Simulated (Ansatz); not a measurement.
Electric field gradients in RbBr

```
CELL_PARAMETERS angstrom
5.94208 0.00000 0.00000
-2.97104 5.14600 0.00000
0.00000 0.00000 6.95651
ATOMIC_POSITIONS crystal
Rb 0.33333 0.66667 0.93800
Rb 0.66667 0.33333 0.43800
Br 0.33333 0.66667 0.43800
Br 0.66667 0.33333 0.93800
```

Atom numbers follow the list: Rb1, Rb2, Br3, Br4.

The cell was built from the wurtzite type and relaxed in the same program, and has space group P6_3/mmc; it needn't be a known or the stable phase. The relaxation left the symmetry of that type.

Levels of theory: DFT, PBE, all-electron PAW with datasets made for the crystal, scalar-relativistic (Ansatz 0.2.0); DFT, PBE, PAW with Ansatz's default frozen-core files, scalar-relativistic (Ansatz 0.2.0).

For the crystal-made all-electron datasets (AE datasets): a Γ-centred 10×10×6 k mesh, Fermi–Dirac smearing of 0.05 eV, cutoff 200 eV (chosen by the program for this cell), no spin polarisation. PAW takes a cutoff of 420 eV at this cell. The Ansatz runs share mesh, smearing and spin set-up.

No spin–orbit coupling: at heavy atoms the gradients can be off by tens of per cent for that reason.

Vzz is the principal value of largest size of the traceless field-gradient tensor, in 10²¹ V/m², and η = (Vxx − Vyy)/Vzz with |Vzz| ≥ |Vyy| ≥ |Vxx|.

```json
{"site": "Rb1", "site symmetry": "-6m2", "Vzz (η), AE datasets": "-0.98 (η = 0.00)", "Vzz (η), PAW": "-0.99 (η = 0.00)"}
{"site": "Br3", "site symmetry": "-6m2", "Vzz (η), AE datasets": "0.32 (η = 0.00)", "Vzz (η), PAW": "0.32 (η = 0.00)"}
```
